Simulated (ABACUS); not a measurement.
## Te under changes of volume

One of the cells (31.146 Å³/atom); the others are scaled copies at fixed shape and fractional positions:

```xyz
1
Lattice="2.3059 1.3313 1.6910 -2.3059 1.3313 1.6910 0.0000 -2.6626 1.6910" Properties=species:S:1:pos:R:3 pbc="T T T"
Te    0.0000    0.0000    2.5364
```

This isn't the form of Te at room conditions, which is trigonal, of chains.

```yaml
Program: ABACUS 3.10.1
Functional: PBE
Potentials_or_basis: PseudoDojo NC SR 0.4.1 PBE standard
Cutoff: 1361 eV
Density_cutoff: 5442 eV
Basis: DZP LCAO (the cutoffs set its grid)
k_mesh: 9 × 9 × 9
Occupations: fermi-dirac, width 0.05 eV
Spin: no spin polarisation
```

| volume (Å³/atom) | energy over the lowest point (meV/atom) | pressure (GPa) |
| --- | --- | --- |
| 29.277 | 102.51 | 8.9 |
| 29.900 | 71.35 | 7.1 |
| 30.523 | 46.57 | 5.6 |
| 31.146 | ? | ? |
| 31.769 | 13.89 | 2.9 |
| 32.392 | 4.79 | 1.8 |
| 33.015 | 0.00 | 0.8 |

Problem. What does the run at 31.146 Å³/atom give?

Solution. Energy over the lowest point 27.59 meV/atom; pressure 4.2 GPa.

Worked out: A Birch-Murnaghan fit of order 3 (a polynomial in V^(-2/3)) to the other rows has its minimum at 33.50 Å³/atom, just outside them, with B0 = V·E''(V) = 49 GPa and B' = 4.5 at fixed shape and positions, which overstates the stiffness. It gives 27.62 meV/atom at 31.146 Å³/atom, against the run's 27.59, and -dE/dV = 4.2 GPa, against 4.2.

Energies are extrapolated to zero smearing.

Caveats: the atomic orbitals were generated for these runs and aren't a published set; the basis of atomic orbitals isn't converged, which shifts pressures, moduli and gaps.
